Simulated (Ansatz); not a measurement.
## WC-type HfN

The computed numbers are results of r²SCAN, scalar-relativistic (no spin polarisation) in the plane-wave PAW code Ansatz at 500 eV, 12×12×12 k-mesh, Gaussian smearing of 0.05 eV; PAW files: Ansatz's generated set soft_2.

```
CELL_PARAMETERS angstrom
3.08543 0.00000 0.00000
-1.54272 2.67206 0.00000
0.00000 0.00000 2.89086
ATOMIC_POSITIONS crystal
Hf 0.00000 0.00000 0.00000
N 0.66667 0.33333 0.50000
```

The start was a prototype's sites filled with these elements. The Crystallography Open Database lists the compound in space group Fm-3m (rock salt), so this is a trial structure.

Cell and atoms are those of this level's equilibrium.

The cell has space group P-6m2 (read at 0.01 Å). In it the stress is 0.01, 0.01, 0.01, 0.00, 0.00, 0.00 GPa and the largest force component 0.000 eV/Å. Each change below starts from this cell, without further relaxation. Stress is in GPa, positive in compression, in the order xx, yy, zz, yz, xz, xy; energies are counted from the cell above and are free energies with the smearing's entropy, which match forces and stress in a metal.

Problem. What happens when atom 1 (Hf) is moved by 0.02 Å along y?

Solution. The energy changes by 1.1 meV per cell, and the force on it along the shift is -0.110 eV/Å (−F/u = 5.49 eV/Å²). Stress: 0.58, -0.52, 0.08, 0.00, 0.00, 0.00.
```
atom  Fx (eV/Å)      Fy     Fz
 Hf1      0.000  -0.110  0.000
  N2      0.000   0.110  0.000
```
In a harmonic crystal the energy would rise by −½F·u = ½ × 5.49 × 0.02² eV = 1.1 meV, close to the run's value; the rest is anharmonic or numerical.

Problem. A single strain component, atoms carried along, gave the stress 0.03, 0.02, 0.04, 0.00, 0.84, 0.00. Which component, and about how large?

Solution. An engineering strain of -1 % in xz; the energy changes by 0.6 meV per cell.

Problem. All atoms and the cell are disturbed at random:
```
CELL_PARAMETERS angstrom
3.03560 0.00131 0.02392
-1.51667 2.73418 -0.00990
0.02242 0.00223 2.84832
ATOMIC_POSITIONS crystal
Hf 0.00004 0.00181 0.99963
N 0.66663 0.33152 0.50037
```
Give the energy change, the stress and the forces.

Solution. 33.4 meV per cell; stress 6.41, -7.35, 9.74, -0.15, -1.55, -0.25 GPa.
```tsv
atom	Fx (eV/Å)	Fy	Fz
Hf1	0.044	-0.204	0.024
N2	-0.044	0.204	-0.024
```

No spin–orbit coupling, a notable omission for heavy elements. The cell is a metal with an odd number of electrons, and spin polarisation wasn't tried.
